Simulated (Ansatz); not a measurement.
# Where Pb_Si puts its levels in the gap of Si3N4 (P6_3/m), part 2 of 2

Aim: at which Fermi levels does Pb_Si in Si3N4 (P6_3/m) change its charge? The model is a cell of 126 host atoms with 1 Si taken out and 1 Pb put in.

Ansatz; place-levels on PBEsol runs: charge-transition levels and formation energies with image-charge correction and potential alignment at the atomic sites; PAW set soft_1.

So far: The structure; What was run first.

## (3) place-levels, PBEsol

A charged cell interacts with its images and the background, and its potential has another zero than the host's. place-levels removes the first by a point-charge model, screened by the static dielectric constant since the ions have relaxed around the charge, and the second by comparing potentials at atoms far from the defect.

The host is a run of the defect-free crystal in the same cutoffs, grids and k-points, so that basis and sampling errors cancel in part in the differences. Its band edges come from a run of the primitive cell that searches the zone for them. The host is run in a cell of 42 atoms on a matching mesh. Chemical potentials are energies per atom of Si (diamond) and Pb (fcc), run with the same functional and cutoff.

Contents of levels.point.yaml:

```yaml
host:
  run: host.point.run
  levels_from: { run: edges.point.run }
states: [qm2.point.run, qm1_M1.point.run, q0.point.run, q0_M2.point.run, qp1_M1.point.run, qp1_M3.point.run]
geometry_from:
  qm2.point.run: qm2.relax.run
  qm1_M1.point.run: qm1_M1.relax.run
  q0.point.run: q0.relax.run
  q0_M2.point.run: q0_M2.relax.run
  qp1_M1.point.run: qp1_M1.relax.run
  qp1_M3.point.run: qp1_M3.relax.run
  host.point.run: host.relax.run
chemical_potentials:
  Si:
    energy: -621.49341
    dataset: <sha256 of the dataset>
  Pb:
    energy: -11757.162687
    dataset: "<sha256 of the dataset>"
epsilon: [4.29, 4.29, 4.37]
static_epsilon: [8.29, 8.29, 8.25]
vertical:
  - { from: qm2.point.run, to: qm2.point_neutral.run }
  - { from: qm1_M1.point.run, to: qm1_M1.point_neutral.run }
  - { from: qp1_M1.point.run, to: qp1_M1.point_neutral.run }
  - { from: qp1_M3.point.run, to: qp1_M3.point_neutral.run }
```

The run is started by

```bash
> ansatz place-levels levels.point.yaml -- --threads 4 --pin off --max-ram 15073MiB
```

What it wrote:

```text
[... repeated set-up lines and file paths are left out, and long positions are rounded to six places ...]
(+1/0) 0.000 eV above the valence edge (-0.292 eV without the band-filling correction), 4.186 eV under the conduction edge
(0/-1) 3.050 eV above the valence edge, 1.136 eV under the conduction edge; not on the lower envelope
(-1/-2) 1.166 eV above the valence edge, 3.020 eV under the conduction edge; not on the lower envelope
(0/-2) 2.108 eV above the valence edge, 2.078 eV under the conduction edge: charges between them are lowest nowhere
formation energy of charge +1: +7.040 eV with the Fermi level at the valence edge
formation energy of charge 0: +7.040 eV with the Fermi level at the valence edge
formation energy of charge -1: +10.090 eV with the Fermi level at the valence edge
formation energy of charge -2: +11.256 eV with the Fermi level at the valence edge
vertical -2 to 0: no energy, since no alignment is typed
  the change from vertical[0].from (qm2.point.run) to vertical[0].to (qm2.point_neutral.run): by its potential at epsilon [4.29, 4.29, 4.37] it stands at 0.346 0.453 0.583, with an rms radius of about 3.9 Å (2.1 2.7 1.9 Å across the planes of the cell's [...]
vertical -1 to 0: no energy, since no alignment is typed
  the change from vertical[1].from (qm1_M1.point.run) to vertical[1].to (qm1_M1.point_neutral.run): by its potential at epsilon [4.29, 4.29, 4.37] it stands at 0.363 0.477 0.583, with an rms radius of about 2.2 Å (1.4 1.2 1.2 Å across the planes of the cell's [...]
vertical +1 to 0: no energy, since no alignment is typed
  the change from vertical[2].from (qp1_M1.point.run) to vertical[2].to (qp1_M1.point_neutral.run): by its potential at epsilon [4.29, 4.29, 4.37] it is spread over the cell along a vector, with an rms radius of about 7.4 Å (4.2 4.3 4.2 Å across the planes of [...]
vertical +1 to 0: no energy, since no alignment is typed
  the change from vertical[3].from (qp1_M3.point.run) to vertical[3].to (qp1_M3.point_neutral.run): by its potential at epsilon [4.29, 4.29, 4.37] it stands at 0.952 0.157 0.085, with an rms radius of about 3.8 Å (2.5 2.1 1.9 Å across the planes of the cell's [...]
  edges by pbesol of host.levels_from (edges.point.run), its mesh sampled to repeats of 26.19 Å (the valence edge +0.130 eV and the conduction edge -0.336 eV from those of the host's own run), gap 4.186 eV; the host is sampled to repeats of 26.41 Å
  the defect's cells are sampled to repeats of 26.41 Å, like sampling
  charge +1: -72100.8485 eV with its correction of +0.319 eV, at epsilon [8.29, 8.29, 8.25], aligned at sites: +0.1005 eV, mean over 89 atomic sites at or beyond 4.37 Å from the defect at [0.3528, 0.4732, 0.5833], with +0.000000 for the charge's moments and [...]
  states[4] (qp1_M1.point.run): levels filled in part (TS 0.002 eV): its energy is of no whole electron's
  charge 0: +0.000 eV for its dipole among its images, +0.000 omitted
  charge -1: -72081.8460 eV with its correction of +0.012 eV, at epsilon [8.29, 8.29, 8.25], aligned at sites: +0.2058 eV, mean over 89 atomic sites at or beyond 4.37 Å from the defect at [0.3528, 0.4732, 0.5833], with +0.000000 for the charge's moments and [...]
  charge -2: -72072.5583 eV with its correction of +0.436 eV, at epsilon [8.29, 8.29, 8.25], aligned at sites: +0.2185 eV, mean over 89 atomic sites at or beyond 4.37 Å from the defect at [0.3528, 0.4732, 0.5833], with +0.027225 for the charge's moments and [...]
  charge +1: states[5] (qp1_M3.point.run) stands 2.933 eV higher, with a moment of 3.00 μB against 1.00
  charge 0: states[3] (q0_M2.point.run) stands 2.939 eV higher, with a moment of 2.00 μB against 0.00
  states[3] (q0_M2.point.run): levels filled in part (TS 0.006 eV): its energy is of no whole electron's
  of states[4] (qp1_M1.point.run): it parts from the run at its places by a charge that spreads by about 4.2 Å along one vector (1.5 Å or more is wide), by its potential at epsilon [4.29, 4.29, 4.37], taken for that of held ions (one typed too small widens [...]
  of states[1] (qm1_M1.point.run): its displacements don't fall off away from the defect: farther atoms stand 0.037 Å off the host's places. [...]
  of states[0] (qm2.point.run): it parts from the run at its places by a charge that spreads by about 2.7 Å along one vector (2 Å or more is wide), by its potential at epsilon [4.29, 4.29, 4.37], taken for that of held ions (one typed too small widens it), [...]
  of states[5] (qp1_M3.point.run): it parts from the run at its places by a charge that spreads by about 1.9 Å along one vector (1.5 Å or more is wide), by its potential at epsilon [4.29, 4.29, 4.37], taken for that of held ions (one typed too small widens [...]
  of states[3] (q0_M2.point.run): its displacements don't fall off away from the defect: farther atoms stand 0.036 Å off the host's places. [...]
  of vertical[0].from (qm2.point.run): it parts from the run at its places by a charge that spreads by about 2.7 Å along one vector (2 Å or more is wide), by its potential at epsilon [4.29, 4.29, 4.37], taken for that of held ions (one typed too small widens [...]
  vertical[0].to (qm2.point_neutral.run): levels filled in part (TS 0.014 eV): its energy is of no whole electron's
  of vertical[1].from (qm1_M1.point.run): its displacements don't fall off away from the defect: farther atoms stand 0.037 Å off the host's places. [...]
  of vertical[1].to (qm1_M1.point_neutral.run): its displacements don't fall off away from the defect: farther atoms stand 0.037 Å off the host's places. [...]
  vertical[2].from (qp1_M1.point.run): levels filled in part (TS 0.002 eV): its energy is of no whole electron's
  of vertical[2].from (qp1_M1.point.run): its displacements don't fall off away from the defect: farther atoms stand 0.026 Å off the host's places. [...]
  of vertical[2].to (qp1_M1.point_neutral.run): its displacements don't fall off away from the defect: farther atoms stand 0.026 Å off the host's places. [...]
  of vertical[3].from (qp1_M3.point.run): its displacements don't fall off away from the defect: farther atoms stand 0.036 Å off the host's places. [...]
  of vertical[3].to (qp1_M3.point_neutral.run): its displacements don't fall off away from the defect: farther atoms stand 0.036 Å off the host's places. [...]
```

It took 1 s on 4 threads of Intel Xeon Platinum 8559C (Emerald Rapids), shared host.

Levels between the charges placed, in eV above the valence top:

|  | gap (eV) | (+1/0) | (0/−1) | (−1/−2) |
| --- | --- | --- | --- | --- |
| PBEsol | 4.19 | 0.00 | 3.05 | 1.17 |

Corrections by state:

| charge | moment (μB) | image terms and alignment (eV) | band filling (eV) | ε used | over the lowest of its charge, as the program ranks them, band filling apart (eV) |
| --- | --- | --- | --- | --- | --- |
| +1 | 1.0 | 0.319 | -0.292 | principal values (8.25, 8.29, 8.29) | 0.000 |
| 0 | 0.0 | 0.000 | - | - | 0.000 |
| −1 | 1.0 | 0.012 | - | principal values (8.25, 8.29, 8.29) | 0.000 |
| −2 | 0.0 | 0.436 | - | principal values (8.25, 8.29, 8.29) | 0.000 |
| +1 | 3.0 | 0.295 | - | principal values (8.25, 8.29, 8.29) | 2.933 |
| 0 | 2.0 | 0.000 | - | - | 2.939 |

The charged structures listed were also run neutral, and place-levels reads from each pair, by the potential or the spins, how wide the charge is by which they differ; that can be the carrier of either run.

| charge | rms radius (Å) | spread where it is widest against the cell (Å) | wide from (Å) | reading |
| --- | --- | --- | --- | --- |
| +1 | 7.4 | 4.22 | 1.51 | wide |
| −1 | 2.2 | 1.20 | 1.51 | narrow |
| −2 | 3.9 | 2.71 | 1.98 | wide |

The neutral runs of these pairs need not share the spin of the lowest neutral state, and very wide values only mean spread over the cell.

From the program's caveats on the states, each cut to its opening words:

- charge +1 (1 μB): it parts from the run at its places by a charge that spreads by about 4.2 Å along one vector (1.5 Å or more is wide), by its potential at epsilon [4.29, 4.29, [...]
- charge +1 (1 μB): a band-filling correction moves a carrier to the host's band edge, which changes its energy by -0.292 eV
- charge +1 (1 μB): its displacements don't fall off away from the defect: farther atoms stand 0.026 Å off the host's places
- charge +1 (1 μB): its moments are held at its close (magnetization.spin_locking), by a field of 0.008 eV a Bohr magneton, and its energy and levels are of the state that this [...]
- charge −1 (1 μB): its displacements don't fall off away from the defect: farther atoms stand 0.037 Å off the host's places
- charge −1 (1 μB): flagged: stability check not made
- charge −2: it parts from the run at its places by a charge that spreads by about 2.7 Å along one vector (2 Å or more is wide), by its potential at epsilon [4.29, 4.29, [...]
- charge −2: the far atoms show a dipole or second moment of the defect's charge, for which the correction takes or leaves out 0.054 eV: further moments aren't read, and [...]
- charge +1 (3 μB): it parts from the run at its places by a charge that spreads by about 1.9 Å along one vector (1.5 Å or more is wide), by its potential at epsilon [4.29, 4.29, [...]
- charge +1 (3 μB), 0 (2 μB): its displacements don't fall off away from the defect: farther atoms stand 0.036 Å off the host's places
- charge +1 (3 μB): its moments are held at its close (magnetization.spin_locking), by a field of 1.265 eV a Bohr magneton, and its energy and levels are of the state that this [...]
- charge 0 (2 μB): its moments are held at its close (magnetization.spin_locking), by a field of 1.307 eV a Bohr magneton, and its energy and levels are of the state that this [...]

The host's formation energy from the elements is -1.218 eV per atom; it sets how far the chemical potentials can move.

Limit set by the element alone; other compounds of these elements are not counted. Chemical potentials from the elements' reference states: N 0.00 eV, Si -2.84 eV, Pb 0.00 eV. Formation energy by charge state (N-rich; gap 4.19 eV):

| charge | at valence top (eV) | at conduction bottom (eV) | correction included (eV) |
| --- | --- | --- | --- |
| +1 | 4.20 | 8.38 | 0.03 |
| 0 | 4.20 | 4.20 | 0.00 |
| −1 | 7.25 | 3.06 | 0.01 |
| −2 | 8.41 | 0.04 | 0.44 |

Fermi level (eV), lowest formation energy (eV) and a bar:
```
     0.00       4.20 ##############################
     0.38       4.20 ##############################
     0.76       4.20 ##############################
     1.14       4.20 ##############################
     1.52       4.20 ##############################
     1.90       4.20 ##############################
     2.28       3.84 ###########################
     2.67       3.08 ######################
     3.05       2.32 ################
     3.43       1.56 ###########
     3.81       0.80 #####
     4.19       0.04
```

Limit set by the element alone; other compounds of these elements are not counted. Chemical potentials from the elements' reference states: Si 0.00 eV, N -2.13 eV, Pb 0.00 eV. Formation energies (Si-rich), with the Fermi level at the valence top and at the conduction bottom (gap 4.19 eV):

| charge | at valence top (eV) | at conduction bottom (eV) | correction included (eV) |
| --- | --- | --- | --- |
| +1 | 7.04 | 11.23 | 0.03 |
| 0 | 7.04 | 7.04 | 0.00 |
| −1 | 10.09 | 5.90 | 0.01 |
| −2 | 11.26 | 2.88 | 0.44 |

Fermi level (eV), lowest formation energy (eV) and a bar from the least value:
```
     0.00       7.04 ##############################
     0.38       7.04 ##############################
     0.76       7.04 ##############################
     1.14       7.04 ##############################
     1.52       7.04 ##############################
     1.90       7.04 ##############################
     2.28       6.69 ###########################
     2.67       5.93 ######################
     3.05       5.17 ################
     3.43       4.40 ###########
     3.81       3.64 #####
     4.19       2.88
```

## (4) Effect of the sampling

The relaxations' own energies give the levels at their sampling, for comparison.

Contents of levels.relax_mesh.yaml:

```yaml
host:
  run: host.relax.run
  levels_from: { run: edges.relax.run }
states: [qm2.relax.run, qm1_M1.relax.run, q0.relax.run, q0_M2.relax.run, qp1_M1.relax.run, qp1_M3.relax.run]
chemical_potentials:
  Si:
    energy: -621.49341
    dataset: <sha256 of the dataset>
  Pb:
    energy: -11757.162687
    dataset: "<sha256 of the dataset>"
```

The run is started by

```bash
> ansatz place-levels levels.relax_mesh.yaml -- --threads 4 --pin off --max-ram 15073MiB
```

What it wrote:

```text
[...]
formation energy of charge +1: +7.041 eV with the Fermi level at the valence edge
formation energy of charge 0: +7.041 eV with the Fermi level at the valence edge
formation energy of charge -1: +10.091 eV with the Fermi level at the valence edge
formation energy of charge -2: +11.262 eV with the Fermi level at the valence edge
  edges by pbesol of host.levels_from (edges.relax.run), its mesh sampled to repeats of 26.19 Å (the valence edge +0.231 eV and the conduction edge -0.359 eV from those of the host's own run), gap 4.186 eV; the host is sampled to repeats of 15.83 Å
[... the lines on each state left out ...]
```

Run time: 0.28 s. Hardware: 4 threads.

Levels between neighbouring charges, in eV above the valence top:

|  | gap (eV) | (+1/0) | (0/−1) | (−1/−2) |
| --- | --- | --- | --- | --- |
| one point at (¼, ¼, ¼) | 4.19 | 0.00 | 3.05 | 1.17 |
| a 2×2×2 shifted mesh | 4.19 | 0.00 | 3.05 | 1.17 |

Going from one point at (¼, ¼, ¼) to a 2×2×2 shifted mesh moves the levels that carry no band-filling term by up to 0.00 eV and formation energies against the elements by up to 0.01 eV; band-filling terms, which differ between samplings, are in these energies.

## (5) Summary of results

```
gap of the host                                                          : 4.19 eV (PBEsol)
level (plus 1/0)                                                         : 0.00 eV above the valence top (-0.29 eV above the valence top without the band-filling term)
level (0/minus 1)                                                        : 3.05 eV above the valence top, not a change between lowest states
level (minus 1/minus 2)                                                  : 1.17 eV above the valence top, not a change between lowest states
level (0/minus 2)                                                        : 2.11 eV above the valence top
lowest of the charges placed, just above the valence top (0.02 eV)       : 0
lowest of the charges placed, just below the conduction bottom (0.02 eV) : −2
lowest formation energy at mid-gap of the charges run, N-rich            : 4.20 eV
lowest formation energy at mid-gap of the charges run, Si-rich           : 7.04 eV
```

**Reading.** Of the charges placed (−2, −1, 0 and +1), the lowest changes at 2.11 eV (0/−2) above the valence top, in a gap of 4.19 eV. (0/−2) passes over charge −1, which lies 0.94 eV above the two there; a lower structure or spin state of it, if missed, would change that. Charges below −2 were not placed, so these runs say nothing of levels that involve them. States placed: +1 at 1 μB and 3 μB; 0 at 0 μB and 2 μB; −1 at 1 μB; −2 at 0 μB. Other spin states or structures, where not listed, weren't placed. The program finds carriers beyond a band edge of the host and adds a band-filling term at charge +1 (-0.29 eV); steps to such a charge show no bound level, and a defect level inside a band would be read the same way. At charge −2 the atom put in ends up to 1.9 Å from its starting place, so the name tells the start alone and the levels can join different sites. Pb is taken at its element; compounds, which aren't counted here, bound the chemical potentials and would shift these formation energies. Going from one point at (¼, ¼, ¼) to a 2×2×2 shifted mesh moves the levels that carry no band-filling term by up to 0.00 eV and formation energies against the elements by up to 0.01 eV; band-filling terms, which differ between samplings, are in these energies. Keep in mind: the images are only 8.7 Å apart; PBEsol makes the gap too small and tends to spread out bound carriers; where a gas molecule sets a chemical potential or the host's formation energy, its binding is uncorrected; spin–orbit coupling, which can matter with heavy atoms, is left out; force components of up to 0.14 eV/Å remain in a run at the final settings.

[Logs are printed without paths, hosts, clocks, repeated set-up lines and the standing remarks that a program may print on its own settings, such as how far it seeks lower states.]

[Hosts, paths, dates, database ids (printed as entryN), source tags and the programs' standing remarks are cut or masked in the printed files.]

[Where a table of states has a column of steps, it counts the stored structures, which are thinned; the runs took as many ionic steps or more.]

[A defect's name tells the site on which it was built; relaxed atoms can leave that site.]

[For some hosts the program warned that the k-mesh of the response run may be too coarse for force constants and the static dielectric constant; such warnings are not shown here.]
